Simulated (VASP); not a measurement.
B:

```
B
1.0
     2.79700    1.61485    4.02520
    -2.79700    1.61485    4.02520
     0.00000   -3.22970    4.02520
B
15
Direct
  0.50000 0.50000 0.50000
  0.80697 0.30219 0.80697
  0.80697 0.80697 0.30219
  0.30219 0.80697 0.80697
  0.19303 0.69781 0.19303
  0.69781 0.19303 0.19303
  0.19303 0.19303 0.69781
  0.00446 0.33272 0.00446
  0.00446 0.00446 0.33272
  0.33272 0.00446 0.00446
  0.99554 0.66728 0.99554
  0.66728 0.99554 0.99554
  0.99554 0.99554 0.66728
  0.63332 0.63332 0.63332
  0.36668 0.36668 0.36668
```

Base run:

```yaml
Program: VASP 6.6.1
Functional: r2SCAN
Potentials_or_basis: VASP PAW PBE potentials, release 64 (B)
Cutoff: 520 eV
k_mesh: 7 × 7 × 7
Occupations: fermi-dirac, width 0.05 eV
Spin: no spin polarisation
```

Its results: band gap on the k mesh none (metal or under the smearing width); pressure 16.5 GPa; largest force 0.071 eV/Å.

Question: The run is repeated on the same cell with these changes: functional from r2SCAN to PBE; further incar settings from LREAL = Auto; ALGO = Normal; EDIFF = 1e-08; NBANDS = 36 to LREAL = Auto; ALGO = Fast; EDIFF = 1e-07; NBANDS = 36. What comes out?

Answer: Band gap on the k mesh none (metal or under the smearing width); pressure 17.0 GPa; largest force 0.012 eV/Å.

Caveats: so large a pressure means that the cell lies far from this level's equilibrium, or that cutoff or potentials fall short; the potentials were made for another functional, which shifts forces and pressure (some runs).
